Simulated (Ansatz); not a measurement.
TaSi2:

```
CELL_PARAMETERS angstrom
4.78000 0.00000 0.00000
-2.39000 4.13960 0.00000
0.00000 0.00000 6.56400
ATOMIC_POSITIONS crystal
Ta 0.00000 0.50000 0.16667
Ta 0.50000 0.50000 0.83333
Ta 0.50000 0.00000 0.50000
Si 0.33330 0.16665 0.16667
Si 0.16665 0.83335 0.83333
Si 0.83335 0.66670 0.50000
Si 0.66670 0.83335 0.16667
Si 0.83335 0.16665 0.83333
Si 0.16665 0.33330 0.50000
```

Base run:

* Program: Ansatz 0.2.0
* Functional: PBEsol
* Potentials or basis: Ansatz PAW
* Cutoff: 420 eV (not typed: the program's choice for these potentials)
* k mesh: 7 × 7 × 4
* Occupations: fermi-dirac, width 0.05 eV
* Spin: no spin polarisation
* Hubbard terms: Ta d U = 6 eV

Its results: band gap on the k mesh none (metal or under the smearing width); pressure 0.7 GPa; largest force 0.827 eV/Å.

Question: After a change of settings the same cell gave: band gap on the k mesh none (metal or under the smearing width); pressure -0.1 GPa; largest force 0.795 eV/Å. Which change was it?
A. hubbard terms from Ta d U = 6 eV to Ta d U = 4 eV
B. hubbard terms from Ta d U = 6 eV to Ta d U = 8 eV
C. hubbard terms from Ta d U = 6 eV to none; hubbard projectors from ortho-atomic (the default) to none

Answer: A.

Caveats: the cell's inner coordinates are idealised or old, which leaves forces on the atoms; U without spin polarisation on a metal has little footing; the PAW data sets come from PBE, with cores solved anew for the run's functional, which leaves a small shift of forces and pressure; the U is typed as a test and isn't derived for this compound; the density of states is complete only up to the lowest level of the last band computed.
